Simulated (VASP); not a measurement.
Runs of VASP 6.6.1 on PbS. The structure is cubic, space group Fm-3m (No. 225). The conventional cell has a = 5.976 Å, b = 5.976 Å, c = 5.976 Å, α = 90.00°, β = 90.00°, γ = 90.00°. Pb (site symmetry m-3m) has 6 S at 2.99 Å as nearest neighbours. S (site symmetry m-3m) is surrounded by 6 Pb at 2.99 Å. The cell is a database's computed one.

| task | level | potentials or basis | cell | k mesh | cutoff (eV) | mesh quality | gap on the mesh (eV) | pressure (GPa) | relaxed volume (Å³/atom) |
| --- | --- | --- | --- | --- | --- | --- | --- | --- | --- |
| relaxation of cell and atoms | LDA | VASP PAW LDA potentials, release 64 (Pb_d, S) | relaxed | 10 × 10 × 10 | 600 | not flagged | 0.05 | 0.0 | 25.01 |
| relaxation of cell and atoms | PBE | VASP PAW PBE potentials, release 64 (Pb_d, S) | relaxed | 10 × 10 × 10 | 600 | not flagged | (c) | 0.0 | 27.11 |
| relaxation of cell and atoms | PBEsol | VASP PAW PBE potentials, release 64 (Pb, S) | relaxed | 10 × 10 × 10 | 580 | not flagged | 0.18 | 0.0 | 25.62 |
| relaxation of cell and atoms | PBEsol | VASP PAW PBE potentials, release 64 (Pb_d, S) | relaxed | 10 × 10 × 10 | 300 | not flagged | 0.17 | 0.0 | (a) |
| single point | PBEsol | VASP PAW PBE potentials, release 64 (Pb_d, S) | as given | 10 × 10 × 10 | 520 | not flagged | 0.34 | -2.1 | - |
| relaxation of cell and atoms | PBEsol | VASP PAW PBE potentials, release 64 (Pb_d, S) | relaxed | 10 × 10 × 10 | 600 | not flagged | 0.20 | 0.0 | (b) |
| relaxation of cell and atoms | RPBE | VASP PAW PBE potentials, release 64 (Pb_d, S) | relaxed | 10 × 10 × 10 | 600 | not flagged | (d) | 0.0 | 28.10 |
| relaxation of cell and atoms | PBEsol | VASP PAW PBE potentials, release 64 (Pb_d, S) | relaxed | 4 × 4 × 4 | 600 | coarse | 0.21 | 0.0 | 25.76 |

Alike in all rows: no spin polarisation; smearing gaussian 0.02 eV.

Task: Fill in the values left out.

Result: (a) 25.50; (b) 25.72; (c) 0.50; (d) 0.71.

Caveats: some runs use coarse meshes; spin-orbit coupling is left out, which as a rule narrows the gap of such compounds by several tenths of an eV; the PAW data sets were made with another functional, which shifts forces and pressure a little (some runs); the cutoff is under 1.25 times the usual one of these potentials, so pressure, stress and relaxed cells hold a basis-set (Pulay) error (some runs).

A k mesh can miss the band edges, and the runs leave out spin-orbit coupling on Pb.

The runs don't all hold the same shells in valence.
